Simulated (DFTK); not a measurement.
The system is BN.

```xyz
4
Lattice="2.4982 0.0000 0.0000 -1.2491 2.1635 0.0000 0.0000 0.0000 6.6357" Properties=species:S:1:pos:R:3 pbc="T T T"
N     1.2491    0.7212    1.6589
N     0.0000    1.4424    4.9768
B     1.2491    0.7212    4.9768
B     0.0000    1.4424    1.6589
```

Base run:

```yaml
Program: DFTK 0.8.2
Functional: PBE
Potentials_or_basis: dojo.nc.sr.pbe.v0_4_1.standard.upf (PBE)
Cutoff: 1143 eV
k_mesh: 12 × 12 × 4
Occupations: fermi-dirac, width 0.05 eV
Spin: no spin polarisation
```

Its results: band gap on the k mesh 4.32 eV, indirect (least direct gap 4.69 eV).

Q: The run is repeated on the same cell with these changes: potentials or basis from dojo.nc.sr.pbe.v0_4_1.standard.upf (PBE) to cp2k.nc.sr.pbe.v0_1.semicore.gth (PBE, GTH); cutoff from 1143 eV to 1633 eV; k mesh from 12 × 12 × 4 to 10 × 10 × 3. What comes out?

A: Band gap on the k mesh 4.27 eV, indirect (least direct gap 4.71 eV).

A k mesh can miss the band edges.

Not every run made on this cell is shown here.
